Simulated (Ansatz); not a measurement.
This log comes from Ansatz, run on MgS built on the NiAs prototype. Cell and atoms come from a relaxation with r2SCAN.

The cell:
```
Mg S
1.0
     3.64543    0.00000    0.00000
    -1.82272    3.15704    0.00000
     0.00000    0.00000    6.14736
Mg S
2 2
Cartesian
  0.0000 0.0000 0.0000
  0.0000 0.0000 3.0737
  0.0000 2.1047 1.5368
  1.8227 1.0523 4.6105
```

Output, abridged:
```
Functional definition: r2SCAN
Crystal: 4 atoms, lattice volume = 70.749 Å³
Basis set: ecut = 500 eV, 1787 PW (Γ)
Bands: 20, of which v1, the nominal top of the filled ones, is band 16 counted from 1 (15 counted from 0)
Symmetry: 24 space group operations
Space group: P63/mmc (ITA 194)
k-points: 14 of 72
SCF 1 converged in 6 iterations: F = -5671.023888 eV  dr2 = 1.76e-8
Free energy (F): -5671.023888 eV
Fermi energy:    6.136299 eV
--- G₀W₀: contour deformation, 6 samples at zero and on the imaginary axis and 1 off it, 72 q-points, 266 empty bands' worth ---
    ik  band        ε_KS         Σx   Σc(E_QP)       V_xc       Z   E_QP_lin       E_QP  E_QP is
     0    15      6.1363   -18.3886     1.8497   -15.7193  0.7901     5.3107     5.3166  root
     0    16      6.1363   -18.3886     1.8497   -15.7193  0.7901     5.3107     5.3166  root
     0    17     10.5740    -8.2663    -3.9777   -12.3423  0.8181    10.6723    10.6722  root
     0    18     11.4402    -6.3527    -3.8742   -10.4485  0.8218    11.6621    11.6617  root
     1    15      5.8747   -18.2130     1.9225   -15.4542  0.7885     5.0320     5.0384  root
     1    16      5.8747   -18.2130     1.9225   -15.4542  0.7885     5.0320     5.0384  root
     1    17     11.6972    -6.9613    -4.0146   -11.1871  0.8177    11.9087    11.9083  root
     1    18     11.6972    -6.9613    -4.0146   -11.1871  0.8177    11.9087    11.9083  root
     2    15      5.7384   -18.2581     1.9488   -15.4835  0.7874     4.9062     4.9126  root
     2    16      5.9937   -18.2854     1.8876   -15.5731  0.7891     5.1628     5.1689  root
     2    17     11.6584    -8.1185    -4.0818   -12.3712  0.8127    11.8295    11.8292  root
     2    18     12.2424    -5.8715    -4.0021   -10.1730  0.8181    12.5427    12.5419  root
     3    15      5.6045   -18.0470     1.9873   -15.2045  0.7872     4.7422     4.7492  root
     3    16      5.6045   -18.0470     1.9873   -15.2045  0.7872     4.7422     4.7492  root
     3    17     12.3077    -6.7377    -4.1370   -11.1754  0.8135    12.6092    12.6084  root
     3    18     12.3077    -6.7377    -4.1370   -11.1754  0.8135    12.6092    12.6084  root
     4    15      5.1657   -17.7035     2.0368   -14.8041  0.7857     4.2956     4.3030  root
     4    16      5.6560   -18.1032     1.9840   -15.2728  0.7872     4.8028     4.8096  root
     4    17     11.2092    -5.3155    -3.8154    -9.4179  0.8245    11.4967    11.4960  root
     4    18     11.8773    -6.6340    -4.0450   -11.0447  0.8141    12.2442    12.2430  root
     5    15      5.1462   -17.8695     2.1161   -14.8660  0.7846     4.2508     4.2589  root
     5    16      5.1462   -17.8695     2.1161   -14.8660  0.7846     4.2508     4.2589  root
     5    17     11.2524    -6.2949    -3.9130   -10.4990  0.8200    11.5442    11.5435  root
     5    18     11.2524    -6.2949    -3.9130   -10.4990  0.8200    11.5442    11.5435  root
     6    15      4.5091   -17.7493     2.3078   -14.5088  0.7802     3.5665     3.5764  root
     6    16      5.4906   -18.0359     2.0320   -15.1465  0.7862     4.6262     4.6333  root
     6    17     10.7365    -5.3025    -3.7269    -9.3009  0.8265    11.0087    11.0081  root
     6    18     11.1680    -7.1645    -3.8761   -11.3924  0.8159    11.5208    11.5198  root
     7    15      4.9466   -17.8203     2.1753   -14.7446  0.7833     4.0377     4.0463  root
     7    16      4.9466   -17.8203     2.1753   -14.7446  0.7833     4.0377     4.0463  root
     7    17     10.7924    -6.5206    -3.8407   -10.6439  0.8209    11.0757    11.0751  root
     7    18     10.7924    -6.5206    -3.8407   -10.6439  0.8209    11.0757    11.0751  root
    12    15      3.9629   -17.2128     2.3754   -13.8941  0.7777     3.0087     3.0197  root
    12    16      3.9629   -17.2128     2.3754   -13.8941  0.7777     3.0087     3.0197  root
    12    17     10.2089    -6.0837    -3.7957   -10.1711  0.8244    10.5013    10.5007  root
    12    18     14.2038    -6.2810    -4.4351   -11.1419  0.7987    14.6320    14.6296  root
  […]
```

The points are ik 0 = (0, 0, 0) (Γ), ik 1 = (0, 0, -1/2), ik 2 = (0, 1/6, 0), ik 3 = (0, 1/6, -1/2), ik 4 = (0, 1/3, 0), ik 5 = (0, 1/3, -1/2), ik 6 = (0, -1/2, 0), ik 7 = (0, -1/2, -1/2), ik 12 = (1/3, 1/3, 0), ik 13 = (1/3, 1/3, -1/2); band 16 is the last filled one.

Question: Reconstruct the input.

Answer:
```yaml
crystal:
  # lattice and atoms as above
kpoints:
  mp_grid: { grid: [6, 6, 2] }
hamiltonian:
  xc: r2scan
scf:
  occupations: { method: fixed }
gw:
  n_empty_bands: 266
  ecut_chi: 140
  qp_bands: [v2, c2]
  qp_kpoints: band_edges
  screening: { model: contour_deformation }
```
The quasiparticle table needs the gw block. Not every key shows in the log; this is the file that was used.

Command: `ansatz run input.yaml --threads 2 --pin off --max-ram 3686MiB --backend cpu --events-out ev --progress --plain --runs-dir out`. It took 76 s on 2 threads of Intel(R) Xeon(R) 6975P-C (Granite Rapids), on a shared host; peak host memory 0.75 GiB.

Simulation only: spin-unpolarised, and no claim that this is the phase found in nature.
